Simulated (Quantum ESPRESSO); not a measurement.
# Ag under changes of volume

One of the cells (17.048 Å³/atom); the others are scaled copies at fixed shape and fractional positions:

```
Ag
1.0
     0.00000    2.04275    2.04275
     2.04275    0.00000    2.04275
     2.04275    2.04275    0.00000
Ag
1
Cartesian
  0.0000 0.0000 0.0000
```

```yaml
Program: Quantum ESPRESSO 7.5
Functional: PBE
Potentials_or_basis: SSSP 1.3 efficiency PBE
Cutoff: 816 eV
Density_cutoff: 3265 eV
k_mesh: 11 × 11 × 11
Occupations: fermi-dirac, width 0.05 eV
Spin: no spin polarisation
```

```tsv
volume (Å³/atom)	energy over the lowest point (meV/atom)	pressure (GPa)
16.025	?	?
16.366	37.08	9.5
16.707	20.05	6.7
17.048	8.67	4.2
17.389	2.21	2.1
17.730	0.00	0.2
18.071	1.45	-1.4
```

Question: What does the run at 16.025 Å³/atom give?

Answer: Energy over the lowest point 60.57 meV/atom; pressure 12.8 GPa.

Worked out: A Birch-Murnaghan fit of order 3 (a polynomial in V^(-2/3)) to the other rows has its minimum at 17.76 Å³/atom with B0 = V·E''(V) = 89 GPa and B' = 6.7. It gives 60.65 meV/atom at 16.025 Å³/atom, against the run's 60.57, and -dE/dV = 12.8 GPa, against 12.8.

Energies are extrapolated to zero smearing.
